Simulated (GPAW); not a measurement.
In:

```
CELL_PARAMETERS angstrom
-1.62547 1.62547 2.47370
1.62547 -1.62547 2.47370
1.62547 1.62547 -2.47370
ATOMIC_POSITIONS crystal
In 0.00000 0.00000 0.00000
```

- Program: GPAW 26.7.0
- Task: relaxation of cell and atoms
- Functional: PBEsol
- Dispersion: D3
- Potentials or basis: PAW data sets generated in the run's folder for this functional
- Cutoff: 600 eV
- Basis: pw
- k mesh: 10 × 10 × 10
- Occupations: fermi-dirac, width 0.05 eV
- Spin: no spin polarisation

At the start: pressure -2.5 GPa; volume 26.14 Å³/atom.

Q: How do energy, volume and symmetry change on relaxing?

A: Over 6 steps the energy falls by 24.0 meV/atom and the volume is 24.74 Å³/atom (-5.4 %); space group Fm-3m (No. 225, to 0.05 Å).

Step by step:
| step | energy change (eV) | largest force (eV/Å) | pressure (GPa) | volume (Å³) |
| --- | --- | --- | --- | --- |
| 1 | 0.0000 | 0.0000 | -2.48 | 26.14 |
| 2 | -0.0081 | 0.0000 | -1.82 | 25.69 |
| 3 | -0.0189 | 0.0000 | 0.87 | 24.29 |
| 4 | -0.0202 | 0.0000 | 0.55 | 24.43 |
| 5 | -0.0239 | 0.0000 | -0.35 | 24.87 |
| 6 | -0.0240 | 0.0000 | -0.09 | 24.74 |

Final structure:
```cif
data_structure
_symmetry_space_group_name_H-M 'P 1'
_symmetry_Int_Tables_number 1
_cell_length_a 3.2725
_cell_length_b 3.2725
_cell_length_c 3.2725
_cell_angle_alpha 120.107
_cell_angle_beta 120.107
_cell_angle_gamma 89.814
_cell_volume 24.74
loop_
_atom_site_label
_atom_site_type_symbol
_atom_site_fract_x
_atom_site_fract_y
_atom_site_fract_z
_atom_site_occupancy
In1 In 0.00000 0.00000 0.00000 1
```

Caveat: later steps reuse the first step's grids; pairwise dispersion overbinds metals, which lowers pressure and volume.
